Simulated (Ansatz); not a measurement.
The structure is an experimental refinement, used without relaxation. The listed cell was then made from it by scaling, straining or moving an atom.

An input for Li: DFT, PBE, all-electron LAPW, scalar-relativistic (Ansatz 0.2.0).

Command: `ansatz run input.yaml --threads 1 --pin off --max-ram 2048MiB --backend cpu --events-out ev --progress --plain --runs-dir out` The run took about 2.8 s on 1 thread of a shared machine.

```yaml
crystal:
  lattice:
    - [-1.7615897417, 1.7615897417, 1.7615897417]
    - [1.7615897417, -1.7615897417, 1.7615897417]
    - [1.7615897417, 1.7615897417, -1.7615897417]
  atoms:
    - { symbol: Li, position: [0.0, 0.0, 0.0] }
kpoints:
  mp_grid: { grid: [13, 13, 13] }
scf:
  occupations: { method: fermi_dirac, width: 0.05 }
hamiltonian:
  xc: pbe
  pseudopotentials: { kind: all_electron, lapw: { basis_error: 0.00025 } }
output:
  forces: true
  stress: true
  eigenvalues: true
```

Set-up and iterations as logged by Ansatz (the results part is left out, to be predicted):

```
LAPW: plane waves up to 4.756 Å⁻¹, error target 2.5e-4 eV per atom; small_component_spin mean_spin; Li in spheres of 1.526 Å, 3 of its electrons in bands, Dirac shells []
Engine: ansatz 0.2.0
Pseudopotentials: kind: all_electron
Pseudopotential: Li, LAPW, valence charge 3, Koelling and Harmon's equation, gaussian nucleus
Functional definition: PBE
  parameter kappa = 0.804
  parameter beta = 0.06672455060314922
  exchange = pbe_x(kappa = kappa, mu = beta*pi^2/3)
  correlation = pbe_c(beta = beta)
Crystal: 1 atoms, lattice volume = 21.866 Å³
Basis set: ecut = 86.17932953348593 eV, 43 PW (Γ), exchange–correlation at level 2
Bands: 6, of which v1, the nominal top of the filled ones, is band 2 counted from 1 (1 counted from 0)
Symmetry: 48 space group operations
Space group: Im-3m (ITA 229), of the structure as read, at distance tolerance 2.8e-5 Å
k-points: 84 of 2197
Non-local potential: Li, projectors of the file, none
Initial density: superposition of atomic densities (chi_scale 0.1, normalization cell)
Initial wavefunctions: plane waves of lowest kinetic energy (no species holds an atomic orbital)
Functional: x = pbe(κ = 0.804, μ = 0.2195149727645171), c = pbe(β = 0.06672455060314922)
iter 1 solved again at ethr=1.81e-5 eV; its pass at ethr=1.00e-1 eV (dr2=5.42e-4 eV) is discarded
SCF iter   1: F=—  HF=-204.684009 eV  |F-HF|=—  |Δ(HF+E_count)|=         —  Δρ=1.64e-3  dr2=5.42e-4  ethr=1.81e-5  ⟨swp⟩=4.2  Hψ=4354  notcnv=0
SCF iter   2: F=—  HF=-204.683399 eV  |F-HF|=—  |Δ(HF+E_count)|=   6.10e-4  Δρ=8.18e-4  dr2=1.35e-4  ethr=1.81e-5  ⟨swp⟩=2.0  Hψ=1399  notcnv=0
iter 3 solved again at ethr=1.05e-8 eV; its pass at ethr=4.51e-6 eV (dr2=3.16e-7 eV) is discarded
SCF iter   3: F=—  HF=-204.683295 eV  |F-HF|=—  |Δ(HF+E_count)|=   1.04e-4  Δρ=3.93e-5  dr2=3.15e-7  ethr=1.05e-8  ⟨swp⟩=2.0  Hψ=2378  notcnv=0
SCF iter   4: F=-204.683295 eV  HF=-204.683295 eV  |F-HF|=1.19e-9  |Δ(HF+E_count)|=   5.57e-8  Δρ=1.50e-6  dr2=4.51e-10  ethr=1.05e-8  ⟨swp⟩=2.0  Hψ=1399  notcnv=0
```

(1) What pressure will this run report?

## Answers

(1) -0.95 GPa (positive in compression).
